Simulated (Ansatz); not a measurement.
**ZnO (zincite) under changes of volume**

One of the cells (11.900 Å³/atom); the others are scaled copies at fixed shape and fractional positions:

```
Zn O
1.0
     3.24931    0.00000    0.00000
    -1.62465    2.81398    0.00000
     0.00000    0.00000    5.20571
Zn O
2 2
Direct
  0.66667 0.33333 0.00000
  0.33333 0.66667 0.50000
  0.33333 0.66667 0.87901
  0.66667 0.33333 0.37901
```

| Quantity | Value |
| --- | --- |
| Program | Ansatz 0.2.0 |
| Functional | BPBE |
| Potentials or basis | Ansatz PAW |
| Cutoff | 420 eV (not typed: the program's choice for these potentials) |
| k mesh | 9 × 9 × 5 |
| Occupations | fermi-dirac, width 0.05 eV |
| Spin | no spin polarisation |

```tsv
volume (Å³/atom)	energy over the lowest point (meV/atom)	pressure (GPa)	gap on the mesh (eV)	largest force (eV/Å)
11.186	?	?	?	?
11.424	27.99	11.1	0.88	0.084
11.662	14.08	7.6	0.85	0.076
11.900	5.10	4.5	0.82	0.069
12.138	0.56	1.7	0.79	0.062
12.376	0.00	-0.9	0.76	0.055
12.614	3.01	-3.2	0.74	0.049
```

**Question.** What does the run at 11.186 Å³/atom give?

**Answer.** Energy over the lowest point 47.39 meV/atom; pressure 15.0 GPa; gap on the mesh 0.91 eV; largest force 0.092 eV/Å.

Worked out: A Birch-Murnaghan fit of order 3 (a polynomial in V^(-2/3)) to the other rows has its minimum at 12.29 Å³/atom with B0 = V·E''(V) = 129 GPa and B' = 4.5 at fixed shape and positions, which overstates the stiffness. It gives 47.41 meV/atom at 11.186 Å³/atom, against the run's 47.39, and -dE/dV = 15.1 GPa, against 15.0. A straight line through the other rows of the gap, of slope -1.44 eV per unit of ln V (its deformation potential), extrapolates to 0.91 eV, against the run's 0.91.

Energies are extrapolated to zero smearing.

Caveats: odd divisions of the mesh miss points on the zone boundary, where band edges often lie, so the gap on the mesh can be too wide; the PAW data sets come from PBE, with cores solved anew for the run's functional, which leaves a small shift of forces and pressure.
